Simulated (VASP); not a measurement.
# Li (Fm-3m) in VASP: further runs, part 2 of 2

VASP 6.6.1. The steps go on from the part before.

**5. Single point, r2SCAN**

This run uses another cell than the first one, of 20.22 Å³/atom, 0.947 times its volume.

POSCAR reads:

```
Li
1.0
    0.0000000000      2.1621360090      2.1621360090
    2.1621360090      0.0000000000      2.1621360090
    2.1621360090      2.1621360090      0.0000000000
Li
1
Direct
    0.0000000000      0.0000000000      0.0000000000
```

INCAR.step1 reads:

```
SYSTEM = Li
PREC = Accurate
ENCUT = 520
ISMEAR = -1
SIGMA = 0.15
LREAL = .FALSE.
LASPH = .TRUE.
NELM = 100
NBANDS = 8
GGA = PE
ALGO = Normal
EDIFF = 1E-4
LWAVE = .TRUE.
LCHARG = .FALSE.
```

INCAR.step2 reads:

```
SYSTEM = Li
PREC = Accurate
ENCUT = 520
EDIFF = 1E-7
ISMEAR = -1
SIGMA = 0.15
LREAL = .FALSE.
LASPH = .TRUE.
NELM = 100
ALGO = Normal
ISIF = 2
LWAVE = .FALSE.
LCHARG = .FALSE.
METAGGA = R2SCAN
LMIXTAU = .TRUE.
NBANDS = 8
ISTART = 1
```

KPOINTS reads:

```
regular mesh
0
G
  9 9 9
  0 0 0
```

Potentials or basis: VASP PAW PBE potentials, release 64 (Li_sv).

Started as:

```
$ cat potpaw_PBE.64/Li_sv/POTCAR > POTCAR
$ cp INCAR.step1 INCAR
$ mpirun -np 1 vasp_std > vasp.out
$ cp INCAR.step2 INCAR
$ mpirun -np 1 vasp_std > vasp.out
```

OUTCAR:

```text
SYSTEM = Li
   PREC = Accurate
   ENCUT = 520
   EDIFF = 1E-7
   ISMEAR = -1
   LREAL = .FALSE.
   LASPH = .TRUE.
   NELM = 100
   ISIF = 2
   METAGGA = R2SCAN
   ISTART = 1

 ion  position               nearest neighbor table
   1  0.000  0.000  0.000-

  LATTYP: Found a face centered cubic cell.
 ALAT       =     4.3242720180

  Lattice vectors:

 A1 = (   0.0000000000,   2.1621360090,   2.1621360090)
 A2 = (   2.1621360090,   0.0000000000,   2.1621360090)
 A3 = (   2.1621360090,   2.1621360090,   0.0000000000)

Analysis of symmetry for initial positions (statically):
=====================================================================
 Subroutine PRICEL returns:
 Original cell was already a primitive cell.

 Routine SETGRP: Setting up the symmetry group for a
 face centered cubic supercell.

 Subroutine GETGRP returns: Found 48 space group operations
 (whereof 48 operations were pure point group operations)
 out of a pool of 48 trial point group operations.

The static configuration has the point symmetry O_h .

[... 152 lines left out ...]
  ext. energy  EPLUGINS =         0.00000000
  ---------------------------------------------------
  free energy    TOTEN  =        -2.40073839 eV

  energy without entropy =       -2.36816709  energy(sigma->0) =       -2.38445274

 E-fermi :   0.7081     XC(G=0):  -7.4558

 val. band max:        0.2918175550   @ k =   0.4444   0.0000   0.0000
 cond. band min:       0.8224935398   @ k =  -0.3333   0.2222   0.0000
 fundamental gap:      0.5306759848
 Fermi energy:         0.7081251052

 k-point     1 :       0.0000    0.0000    0.0000
  band No.  band energies     occupation
      1     -47.4137      2.00000
      2      -3.2435      2.00000
      3      16.6476      0.00000
      4      16.6476      0.00000
      5      16.6494      0.00000
      6      20.0423      0.00000
      7      20.0423      0.00000
      8      20.0426      0.00000
[... 243 lines left out ...]
 k-point    24 :       0.4444    0.4444    0.0000
  band No.  band energies     occupation
      1     -47.3890      2.00000
      2       1.7516      0.00190
      3       6.4515      0.00000
      4      10.0495      0.00000
      5      10.0500      0.00000
      6      12.0148      0.00000
      7      17.4263      0.00000
      8      32.5261      0.00000

 [... further k-points ...]
[... 5 lines left out ...]
  --------------------------------------------------------------------------------------
  -------------------------------------------------------------------------------------
  Total        0.0285339      0.0285339      0.0285339      0.0000000     -0.0000000      0.0000000
  in kB        2.2614798      2.2614798      2.2614798      0.0000000     -0.0000000      0.0000000
  external PRESSURE =       2.2614798 kB  Pullay stress =       0.0000000 kB

 VOLUME and BASIS-vectors are now :
 -----------------------------------------------------------------------------
  energy-cutoff  :      520.00
  volume of cell :       20.22
      direct lattice vectors                 reciprocal lattice vectors
     0.000000000  2.162136009  2.162136009    -0.231252797  0.231252797  0.231252797
     2.162136009  0.000000000  2.162136009     0.231252797 -0.231252797  0.231252797
     2.162136009  2.162136009  0.000000000     0.231252797  0.231252797 -0.231252797

 POSITION                                       TOTAL-FORCE (eV/Angst)
 -----------------------------------------------------------------------------------
      0.00000      0.00000      0.00000        -0.000000     -0.000000      0.000000
 -----------------------------------------------------------------------------------
    total drift:                               -0.000000      0.000000     -0.000000

  FREE ENERGIE OF THE ION-ELECTRON SYSTEM (eV)
  ---------------------------------------------------
  free  energy   TOTEN  =        -2.4007383901 eV

  energy  without entropy=       -2.3681670906  energy(sigma->0) =       -2.38445274
```

OUTCAR.step1:

```text
SYSTEM = Li
   PREC = Accurate
   ENCUT = 520
   ISMEAR = -1
   LREAL = .FALSE.
   LASPH = .TRUE.
[... 481 lines left out ...]
 -----------------------------------------------------------------------------------
      0.00000      0.00000      0.00000        -0.000000      0.000000      0.000000
 -----------------------------------------------------------------------------------
    total drift:                               -0.000000      0.000000     -0.000000

  FREE ENERGIE OF THE ION-ELECTRON SYSTEM (eV)
  ---------------------------------------------------
  free  energy   TOTEN  =        -1.9249439162 eV

  energy  without entropy=       -1.8901429158  energy(sigma->0) =       -1.90754342
```

Wall time 15 s (1 thread of Intel Xeon Platinum 8488C (Sapphire Rapids), shared host); peak memory 0.12 GiB.

Results:

* Free energy: -2.4007 eV
* Band gap on the k mesh: none (metal or under the smearing width)

Levels at points of the mesh, in eV from the Fermi level:
| k point | band 1 | band 2 | band 3 | band 4 | band 5 | band 6 | band 7 |
| --- | --- | --- | --- | --- | --- | --- | --- |
| (0.00, 0.00, 0.00) | -48.12 | -3.95 | 15.94 | 15.94 | 15.94 | 19.33 | 19.33 |

Caveat: the cutoff is under 1.25 times the usual one of these potentials, so pressure, stress and relaxed cells hold a basis-set (Pulay) error; the PAW data sets were made with another functional, which shifts forces and pressure a little.

**6. The runs side by side**

```tsv
cell	gap on the mesh (eV)
Fm-3m, 21.35 Å³/atom	none
Fm-3m, 21.92 Å³/atom	none
Fm-3m, 22.49 Å³/atom	none
Fm-3m, 20.22 Å³/atom	none
```

Alike in all rows: task single point; level r2SCAN; potentials or basis VASP PAW PBE potentials, release 64 (Li_sv); no spin polarisation; k mesh 9 × 9 × 9; cutoff (eV) 520; smearing fermi-dirac 0.15 eV.

Every run on the cell as given and a fine mesh finds a metal.

Caveats: the cutoff is under 1.25 times the usual one of these potentials, so pressure, stress and relaxed cells hold a basis-set (Pulay) error; the PAW data sets were made with another functional, which shifts forces and pressure a little.

Total energies depend on the potentials used, so only differences within one code and one set of settings carry meaning.
